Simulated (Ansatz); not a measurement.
**CaO: quadrupole couplings from first principles**

```xyz
4
Lattice="4.0042 0.0000 0.0000 -2.0021 3.4678 0.0000 0.0000 0.0000 4.8083" Properties=species:S:1:pos:R:3 pbc="T T T"
Ca    0.0000    2.3118   -0.2981
Ca    2.0021    1.1559    2.1060
O     0.0000    2.3118    2.1061
O     2.0021    1.1559    4.5102
```

Atoms are numbered in the order listed.

The conventional cell has a = 4.004 Å, b = 4.004 Å, c = 4.808 Å, α = 90.00°, β = 90.00°, γ = 120.00°. Ca (atom 1) has 5 O at 2.31 to 2.40 Å as nearest neighbours. O (atom 3) is surrounded by 5 Ca at 2.31 to 2.40 Å.

The cell was built from the wurtzite type and relaxed in the same program, and has space group P6_3/mmc; it needn't be a known or the stable phase. The relaxation left the symmetry of that type.

Levels of theory: DFT, PBE, all-electron PAW with datasets made for the crystal, scalar-relativistic (Ansatz 0.2.0); DFT, PBE, PAW with Ansatz's default frozen-core files, scalar-relativistic (Ansatz 0.2.0).

For the crystal-made all-electron datasets (AE datasets): a Γ-centred 12×12×6 k mesh, Fermi–Dirac smearing of 0.05 eV, cutoff 300 eV (chosen by the program for this cell), no spin polarisation. PAW takes a cutoff of 420 eV at this cell. The Ansatz runs share mesh, smearing and spin set-up.

Vzz is the principal value of largest size of the traceless field-gradient tensor, in 10²¹ V/m², and η = (Vxx − Vyy)/Vzz with |Vzz| ≥ |Vyy| ≥ |Vxx|.

Q: Give the field gradient at each independent site.

A: 
```json
{"site": "Ca1", "site symmetry": "-6m2", "Vzz (η), AE datasets": "-0.80 (η = 0.00)", "Vzz (η), PAW": "-0.80 (η = 0.00)"}
{"site": "O3", "site symmetry": "-6m2", "Vzz (η), AE datasets": "-0.49 (η = 0.00)", "Vzz (η), PAW": "-0.49 (η = 0.00)"}
```

Q: Taking Q(Ca-43) = -0.0408 b, what quadrupole coupling constant follows at Ca1 from AE datasets?

A: Cq = eQVzz/h = 24.180 MHz × -0.0408 × (-0.80) = 0.789 MHz.
